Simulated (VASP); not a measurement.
# InSe: relaxation of cell and atoms with PBE

Slab: InSe, a slab with vacuum.

```
Se In
1.0
     4.00000    0.00000    0.00000
    -2.00000    3.46410    0.00000
     0.00000    0.00000   31.79771
Se In
4 4
Direct
  0.00000 0.00000 0.28304
  0.00000 0.00000 0.45153
  0.66667 0.33333 0.54847
  0.66667 0.33333 0.71696
  0.66667 0.33333 0.32288
  0.66667 0.33333 0.41159
  0.33333 0.66667 0.58831
  0.33333 0.66667 0.67701
```

```json
{
  "Program": "VASP 6.6.1",
  "Task": "relaxation of cell and atoms",
  "Functional": "PBE",
  "Potentials or basis": "VASP PAW PBE potentials, release 64 (Se, In_d)",
  "Cutoff": "600 eV",
  "k mesh": "9 × 9 × 1",
  "Occupations": "gaussian, width 0.03 eV",
  "Spin": "no spin polarisation",
  "Further INCAR settings": "ALGO = Normal; EDIFF = 1e-06; IBRION = 2; EDIFFG = -0.01; NSW = 90; ISIF = 3"
}
```

| Item | Value |
| --- | --- |
| Relaxed volume | 57.51 Å³/atom |
| Relaxed cell | a = 4.087 Å, b = 4.087 Å, c = 31.798 Å, α = 90.00°, β = 90.00°, γ = 120.00° |
| Space group after relaxing (to 0.05 Å) | P3m1 (No. 156) |
| Energy gained by relaxing | 16.3 meV/atom |
| Ionic steps | 67 |
| Largest force after relaxing | 0.007 eV/Å |
| Band gap on the k mesh | 1.06 eV, indirect (least direct gap 1.09 eV) |

Forces on the atoms (eV/Å):
```
Se   0.000  0.000  0.001
Se   0.000  0.000 -0.003
Se   0.000  0.000  0.007
Se   0.000  0.000 -0.003
In   0.000  0.000  0.001
In   0.000  0.000 -0.007
In   0.000  0.000  0.003
In   0.000  0.000  0.000
```

The path:
```tsv
step	energy change (eV)	largest force (eV/Å)	pressure (GPa)	volume (Å³)
1	0.0000	0.3901	1.36	440.60
3	-0.0934	0.2000	0.19	456.84
5	-0.1021	0.0705	0.05	462.38
7	-0.1022	0.0501	0.05	461.84
9	-0.1040	0.0367	0.09	462.21
11	-0.1058	0.0486	0.08	463.78
13	-0.1061	0.0654	0.06	464.16
15	-0.1079	0.1029	0.01	464.83
17	-0.1097	0.1421	-0.04	465.49
19	-0.1134	0.1369	0.08	463.41
21	-0.1142	0.1711	0.15	462.09
23	-0.1186	0.1321	0.13	461.22
25	-0.1220	0.1537	0.12	459.60
27	-0.1245	0.0944	-0.01	460.94
29	-0.1256	0.0454	0.03	460.35
31	-0.1259	0.0351	0.04	460.15
33	-0.1260	0.0281	0.03	460.47
35	-0.1261	0.0203	0.01	460.69
37	-0.1262	0.0237	0.00	460.79
39	-0.1264	0.0305	0.04	460.36
41	-0.1267	0.0289	0.07	459.80
43	-0.1270	0.0560	0.01	460.74
45	-0.1271	0.0358	0.02	460.61
47	-0.1275	0.0412	-0.01	461.53
49	-0.1280	0.0186	-0.02	461.12
51	-0.1281	0.0392	0.01	460.87
53	-0.1284	0.0570	0.01	460.06
55	-0.1285	0.0748	0.07	459.46
57	-0.1288	0.0695	0.05	459.35
59	-0.1295	0.0519	0.03	458.85
61	-0.1299	0.0254	-0.01	459.63
63	-0.1300	0.0181	0.01	459.67
65	-0.1301	0.0121	0.00	459.99
67	-0.1301	0.0070	0.01	460.06
```

Final structure:
```xyz
8
Lattice="4.0873 0.0000 0.0000 -2.0437 3.5397 0.0000 0.0000 0.0000 31.7977" Properties=species:S:1:pos:R:3 pbc="T T T"
Se    0.0000    0.0000    8.6585
Se    0.0000    0.0000   14.0349
Se    2.0437    1.1799   17.7605
Se    2.0437    1.1799   23.1379
In    2.0437    1.1799    9.9339
In    2.0437    1.1799   12.7601
In    0.0000    2.3598   19.0360
In    0.0000    2.3598   21.8623
```

Levels at points of the mesh, in eV from the valence-band top:
| k point | band 35 | band 36 | band 37 | band 38 | band 39 | band 40 | band 41 | band 42 |
| --- | --- | --- | --- | --- | --- | --- | --- | --- |
| (0.00, 0.00, 0.00) | -0.69 | -0.69 | -0.48 | -0.04 | 1.06 | 1.46 | 2.42 | 2.45 |

Wall time 50 min on 4 MPI ranks on Intel(R) Xeon(R) 6975P-C (Granite Rapids) (shared host), peak memory 0.79 GiB a rank.

Caveat: spin-orbit coupling is left out, which moves the levels of the heavy elements. PBE usually gives volumes a little too large and moduli too small.
